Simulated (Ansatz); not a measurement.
An input for Ansatz 0.2.0 (MoS2 (2H monolayer)):

```yaml
crystal:
  lattice:
    - [3.46818458, 0.0, 0.0]
    - [-1.73409229, 3.0035359513, 0.0]
    - [0.0, 0.0, 34.0]
  atoms:
    - { symbol: Mo, position: [0.3333333333, 0.6666666667, 0.5] }
    - { symbol: S, position: [0.6666666667, 0.3333333333, 0.5497979259] }
    - { symbol: S, position: [0.6666666667, 0.3333333333, 0.4502020741] }
  periodic: [true, true, false]
kpoints:
  mp_grid: { grid: [9, 9, 1] }
hamiltonian:
  xc: pbe
scf:
  occupations: { method: fermi_dirac, width: 0.02 }
relax:
  f_tol: 0.01
  max_steps: 100
  cell: {}
```

```sh
ansatz run input.yaml --threads 3 --pin off --max-ram 64512MiB --backend cuda --events-out ev --progress --plain --runs-dir out --devices 1 --max-vram 24GiB  # rebuilt from the run's record
```

Question: Estimate wall time and host memory on 1 × NVIDIA H100 80GB HBM3 (shared by 3 runs) with 3 threads of AMD EPYC 7R13 (Zen 3), shared host.

It took 17 s; on shared hardware allow 8.3 s to 33 s. Peak host memory was 1.0 GiB. The sizes that set the cost: 5909 plane waves a state, 12 irreducible k points and 46 SCF cycles.

[Paths, hosts, dates, memory and timing lines, banners, echoed tables and standing remarks are left out of the program output.]

[Logs are printed without paths, hosts, clocks, repeated set-up lines and the standing remarks that a program may print on its own settings, such as how far it seeks lower states.]

[Runs of the session that timed out or met a known fault of the program may be left out.]

[Cells called generated may have been cut or substituted from an entry of the Crystallography Open Database or the Materials Project.]

[Hosts, paths, dates, database ids (printed as entryN), source tags and the programs' standing remarks are cut or masked in the printed files.]
